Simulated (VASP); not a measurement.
Wanted: the native input for a VASP 6.6.1 run.

| Quantity | Value |
| --- | --- |
| Task | single point |
| Functional | PBE |
| Potentials or basis | VASP PAW PBE potentials, release 64 (Cu) |
| Cutoff | 520 eV |
| k mesh | 18 × 18 × 6 |
| Occupations | gaussian, width 0.1 eV |
| Spin | no spin polarisation |
| Dipole correction | no |
| Further INCAR settings | ALGO = Fast; EDIFF = 1e-06; NBANDS = 30 |

The structure of Cu lies in POSCAR:

```
Cu
1.0
    2.4660017753      0.0000000000      0.0000000000
   -1.2330008877      2.1356201831      0.0000000000
    0.0000000000      0.0000000000      7.8025407797
Cu
4
Direct
    0.0000000000      0.0000000000      0.0000000000
    0.3333333300      0.6666666700      0.2500000000
    0.0000000000      0.0000000000      0.5000000000
    0.6666666700      0.3333333300      0.7500000000
```

This isn't the form of Cu at room conditions, which is fcc.

The cell isn't the ideal one: strained and moved within the space group.

The input as run:

INCAR

```
PREC = Accurate ; ENCUT = 520
EDIFF = 1E-6 ; ISMEAR = 0
SIGMA = 0.1 ; LREAL = False
LASPH = True ; NELM = 100
ALGO = Fast ; ISIF = 2
LWAVE = False ; LCHARG = False
GGA = PE ; NBANDS = 30
```

KPOINTS

```
regular mesh
0
Gamma
  18 18 6
```

Potentials or basis: VASP PAW PBE potentials, release 64 (Cu).

The run is started by

```console
$ cat potpaw_PBE.64/Cu/POTCAR > POTCAR
$ mpirun -np 1 vasp_std > vasp.out
```

It gave:

| Item | Value |
| --- | --- |
| Pressure | 32.1 GPa |
| Band gap on the k mesh | none (metal or under the smearing width) |

Caveat: so large a pressure means that the cell lies far from this level's equilibrium, or that cutoff or potentials fall short.

Wall time 85 s on 1 thread of Intel(R) Xeon(R) 6975P-C (Granite Rapids), with other jobs on the host, peak memory 0.24 GiB.
